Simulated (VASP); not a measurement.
# Mg (P6_3/mmc) in VASP: relaxation of cell and atoms with PBE

Aim: the relaxation of cell and atoms of Mg with PBE.

Program: VASP 6.6.1. These are calculated values, not measurements. Logs are shortened: lines on timing, memory, paths and dates and some standing lists are left out, and cuts for length are marked.

## Step 1: The crystal as given

The structure is hexagonal, space group P6_3/mmc (No. 194). The conventional cell has a = 3.209 Å, b = 3.209 Å, c = 5.210 Å, α = 90.00°, β = 90.00°, γ = 120.00°. Mg (site symmetry -6m2) is surrounded by 12 Mg at 3.20 to 3.21 Å.

## Step 2: Relaxation of cell and atoms, PBE

INCAR

```
SYSTEM = Mg
ALGO = Fast ; EDIFF = 1E-7
EDIFFG = -0.004 ; ENCUT = 600
GGA = PE ; IBRION = 2
ISIF = 3 ; ISMEAR = 0
LASPH = .True. ; LCHARG = .False.
LREAL = .False. ; LWAVE = .False.
NELM = 100 ; NSW = 80
PREC = Accurate ; SIGMA = 0.1
```

KPOINTS

```
k-points
0
Gamma
  15 15 8
  0 0 0
```

POSCAR

```
Mg
1.0
    3.2093000000      0.0000000000      0.0000000000
   -1.6046500000      2.7793353300      0.0000000000
    0.0000000000      0.0000000000      5.2103000000
Mg
2
Direct
    0.3333333300      0.6666666700      0.2500000000
    0.6666666700      0.3333333300      0.7500000000
```

Potentials or basis: VASP PAW PBE potentials, release 64 (Mg).

On the command line:

```bash
> cat potpaw_PBE.64/Mg/POTCAR > POTCAR
> mpirun -np 1 vasp_std > vasp.out
```

OUTCAR:

```text
SYSTEM = Mg
   EDIFF = 1E-7
   EDIFFG = -0.004
   ENCUT = 600
   GGA = PE
   IBRION = 2
   ISIF = 3
   ISMEAR = 0
   LASPH = .True.
   LREAL = .False.
   NELM = 100
   NSW = 80
   PREC = Accurate

 ion  position               nearest neighbor table
   1  0.333  0.667  0.250-   2 3.20   2 3.20   2 3.20   2 3.20   2 3.20   2 3.20
   2  0.667  0.333  0.750-   1 3.20   1 3.20   1 3.20   1 3.20   1 3.20   1 3.20

  LATTYP: Found a hexagonal cell.
 ALAT       =     3.2093000000
 C/A-ratio  =     1.6235004518

  Lattice vectors:

 A1 = (   3.2093000000,   0.0000000000,   0.0000000000)
 A2 = (  -1.6046500000,   2.7793353300,   0.0000000000)
 A3 = (   0.0000000000,   0.0000000000,   5.2103000000)

Analysis of symmetry for initial positions (statically):
=====================================================================
 Subroutine PRICEL returns:
 Original cell was already a primitive cell.

 Routine SETGRP: Setting up the symmetry group for a
 hexagonal supercell.

 Subroutine GETGRP returns: Found 24 space group operations
 (whereof 12 operations were pure point group operations)
 out of a pool of 24 trial point group operations.

The static configuration has the point symmetry D_3d.
 The point group associated with its full space group is D_6h.

Analysis of symmetry for dynamics (positions and initial velocities):
=====================================================================
 Subroutine PRICEL returns:
 Original cell was already a primitive cell.

 Routine SETGRP: Setting up the symmetry group for a
 hexagonal supercell.

 Subroutine GETGRP returns: Found 24 space group operations
 (whereof 12 operations were pure point group operations)
 out of a pool of 24 trial point group operations.

The dynamic configuration has the point symmetry D_3d.
 The point group associated with its full space group is D_6h.

 Subroutine INISYM returns: Found 24 space group operations
 (whereof 12 operations are pure point group operations),
 and found     1 'primitive' translations

----------------------------------------------------------------------------------------

                                     Primitive cell

  volume of cell :      46.4744

  direct lattice vectors                    reciprocal lattice vectors
     3.209300000  0.000000000  0.000000000     0.311594429  0.179899127  0.000000000
    -1.604650000  2.779335330  0.000000000     0.000000000  0.359798254  0.000000000
     0.000000000  0.000000000  5.210300000     0.000000000  0.000000000  0.191927528

[... 94 lines left out ...]
   NELECT =       4.0000    total number of electrons
   NUPDOWN=      -1.0000    fix difference up-down
   EMIN   =  10.00;   EMAX   =-10.00  energy-range for DOS
   EFERMI =   0.00;   METHOD = LEGACY
   ISMEAR =     0;   SIGMA  =   0.10  broadening in eV -4-tet -1-fermi 0-gaus
   EFERMI_NEDOS =   21; number of points for ismear=-14 and -15
   IALGO  =     68    algorithm
   IMIX   =      4    mixing-type and parameters
     AMIX     =   0.40;   BMIX     =  1.00
     AMIX_MAG =   1.60;   BMIX_MAG =  1.00
  volume/ion in A,a.u.               =      23.24       156.81
  Fermi-wavevector in a.u.,A,eV,Ry     =   0.722809  1.365911  7.108401  0.522453
  Thomas-Fermi vector in A             =   1.812866
   LORBIT       =      0    0 simple, 1 ext, 2 COOP (PROOUT), +10 PAW based schemes
   GGA     = PE    functional components
   LHFCALC =     F    Hartree Fock is set to
   AEXX    =    0.0000 exact exchange contribution
   IVDW    =     0    specifies the selected vdW correction
   LEPSILON=     F    determine dielectric tensor
   LRPA    =     F    only Hartree local field effects (RPA)
 conjugate gradient relaxation of ions
 non-spin polarized calculation
 RMM-DIIS sequential band-by-band and
 Gauss-broadening in eV      SIGMA  =   0.10
  energy-cutoff  :      600.00
  volume of cell :       46.47
 maximum number of plane-waves:      1572
 NGX is ok and might be reduce to    28
   NGX = 13   NGY = 13   NGZ = 21

--------------------------------------- Ionic step        1  -------------------------------------------

 number of electron       4.0000000 magnetization

 Free energy of the ion-electron system (eV)
  ---------------------------------------------------
  ext. energy  EPLUGINS =         0.00000000
  ---------------------------------------------------
  free energy    TOTEN  =        -3.01270522 eV

  energy without entropy =       -3.00770068  energy(sigma->0) =       -3.01020295

------------------------ aborting loop because EDIFF is reached ----------------------------------------

  FORCE on cell =-STRESS in cart. coord.  units (eV):
  Direction    XX          YY          ZZ          XY          YZ          ZX
  --------------------------------------------------------------------------------------
  -------------------------------------------------------------------------------------
  Total       -0.0999747     -0.0999747     -0.3092554      0.0000000      0.0000000      0.0000000
  in kB       -3.4465678     -3.4465678    -10.6613927      0.0000000      0.0000000      0.0000000
  external PRESSURE =      -5.8515094 kB  Pullay stress =       0.0000000 kB
[... 167 lines left out ...]
--------------------------------------- Ionic step        6  -------------------------------------------

 number of electron       4.0000000 magnetization

 Free energy of the ion-electron system (eV)
  ---------------------------------------------------
  ext. energy  EPLUGINS =         0.00000000
  ---------------------------------------------------
  free energy    TOTEN  =        -3.01513072 eV

  energy without entropy =       -3.01028837  energy(sigma->0) =       -3.01270954

 E-fermi :   2.6557     XC(G=0):  -8.5056

 val. band max:        2.6393901438   @ k =   0.3333   0.1333   0.1250
 cond. band min:       2.6707084810   @ k =   0.3333   0.1333   0.0000
 fundamental gap:      0.0313183373
 Fermi energy:         2.6557173023

 k-point     1 :       0.0000    0.0000    0.0000
  band No.  band energies     occupation
      1      -4.2940      2.00000
      2       1.0399      2.00000
      3       1.5472      2.00000
      4      13.4768      0.00000
      5      13.4768      0.00000
      6      13.5666      0.00000
[... 199 lines left out ...]
 k-point    24 :       0.4000    0.2000    0.0000
  band No.  band energies     occupation
      1       1.0223      2.00000
      2       1.0319      2.00000
      3       4.5241      0.00000
      4       5.8706      0.00000
      5       6.2554      0.00000
      6       6.5342      0.00000

 [... further k-points ...]
[... 5 lines left out ...]
  --------------------------------------------------------------------------------------
  -------------------------------------------------------------------------------------
  Total        0.0031077      0.0031077      0.0060614     -0.0000000      0.0000000      0.0000000
  in kB        0.1089576      0.1089576      0.2125150     -0.0000000      0.0000000      0.0000000
  external PRESSURE =       0.1434767 kB  Pullay stress =       0.0000000 kB
[... 17 lines left out ...]
  FREE ENERGIE OF THE ION-ELECTRON SYSTEM (eV)
  ---------------------------------------------------
  free  energy   TOTEN  =        -3.0151307171 eV

  energy  without entropy=       -3.0102883701  energy(sigma->0) =       -3.01270954

 reached required accuracy - stopping structural energy minimisation
```

CONTCAR:

```text
Mg
   1.00000000000000
     3.2061939925300664   -0.0000000000000000    0.0000000000000000
    -1.6030969962650332    2.7766454486218342    0.0000000000000000
     0.0000000000000000   -0.0000000000000000    5.1331323485409079
  Mg
     2
Direct
     0.3333333300000021    0.6666666699999979    0.2500000000000000
     0.6666666699999979    0.3333333300000021    0.7500000000000000

  0.00000000E+00  0.00000000E+00  0.00000000E+00
  0.00000000E+00  0.00000000E+00  0.00000000E+00
```

Wall time 45 s (1 thread of Intel Xeon 6975P-C (Granite Rapids), shared host); peak memory 0.22 GiB.

What came out:

```
Free energy                            : -3.0151 eV
Relaxed volume                         : 22.85 Å³/atom
Relaxed cell                           : a = 3.206 Å, b = 3.206 Å, c = 5.133 Å, α = 90.00°, β = 90.00°, γ = 120.00°
Space group after relaxing (to 0.05 Å) : P6_3/mmc (No. 194)
Energy gained by relaxing              : 1.2 meV/atom
Ionic steps                            : 6
Pressure after relaxing                : 0.0 GPa
Band gap on the k mesh                 : none (metal or under the smearing width)
```

The path:
```
step  energy change (eV)  largest force (eV/Å)  pressure (GPa)  volume (Å³)
   1              0.0000                0.0000           -0.59        46.47
   2             -0.0019                0.0000           -0.16        45.91
   3             -0.0022                0.0000            0.08        45.61
   4             -0.0022                0.0000            0.10        45.59
   5             -0.0024                0.0000            0.06        45.64
   6             -0.0024                0.0000            0.01        45.70
```

Final structure:
```
Mg
1.0
     3.20619    0.00000    0.00000
    -1.60310    2.77665    0.00000
     0.00000    0.00000    5.13313
Mg
2
Direct
  0.33333 0.66667 0.25000
  0.66667 0.33333 0.75000
```

Levels at points of the mesh, in eV from the Fermi level:
```tsv
k point	band 1	band 2	band 3	band 4	band 5
(0.00, 0.00, 0.00)	-6.95	-1.62	-1.11	10.82	10.82
(0.00, 0.00, 0.50)	-5.53	-5.53	5.26	5.26	11.58
```
